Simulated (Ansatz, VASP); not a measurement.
# Os: VASP beside Ansatz

File INCAR:

```
PREC = Accurate
ENCUT = 520
EDIFF = 1E-7
ISMEAR = 0
SIGMA = 0.014
LREAL = False
LASPH = True
NELM = 60
ALGO = Normal
ISIF = 2
LWAVE = False
LCHARG = True
GGA = PE
LELF = True
LVHAR = True
NBANDS = 15
```

The input KPOINTS:

```
regular mesh
0
Gamma
  11 11 6
```

Contents of POSCAR:

```
Os
1.0
    2.7341000000      0.0000000000      0.0000000000
   -1.3670500000      2.3678000565      0.0000000000
    0.0000000000      0.0000000000      4.3197000000
Os
2
Direct
    0.6666666667      0.3333333333      0.7500000000
    0.3333333333      0.6666666667      0.2500000000
```

input.yaml

```yaml
crystal:
  lattice:
    - [2.7341, 0.0, 0.0]
    - [-1.36705, 2.3678000565, 0.0]
    - [0.0, 0.0, 4.3197]
  atoms:
    - { symbol: Os, position: [0.6666666667, 0.3333333333, 0.75] }
    - { symbol: Os, position: [0.3333333333, 0.6666666667, 0.25] }
kpoints:
  mp_grid: { grid: [11, 11, 6] }
scf:
  occupations: { method: gaussian, width: 0.014 }
hamiltonian:
  xc: pbe
  pseudopotentials: { kind: all_electron, lapw: { basis_error: 0.001 } }
output:
  forces: true
  stress: true
  eigenvalues: true
```

Alike in both runs: task single point; functional PBE; k mesh 11 × 11 × 6; occupations gaussian, width 0.014 eV; no spin polarisation.

|  | VASP | Ansatz |
| --- | --- | --- |
| version | VASP 6.6.1 | Ansatz 0.2.0 |
| potentials or method | VASP PAW PBE potentials, release 64 (Os) | all-electron LAPW, scalar-relativistic |
| plane-wave cutoff (eV) | 520 | see its input |

Ansatz gave:

* gap on the k mesh at the Fermi level (eV): none
* pressure (GPa): 8.7
* largest component of the traceless stress (GPa): 0.21

Task: Estimate VASP's values.

Result: gap on the k mesh at the Fermi level (eV): none; pressure (GPa): 8.8; largest component of the traceless stress (GPa): 0.19.

A gap of «none» marks a metal or a gap that the smearing closes. Ansatz ran all-electron here, so the differences hold the error of VASP's frozen core and of both bases.

The runs have no spin-orbit coupling, so splittings on Os are missing.
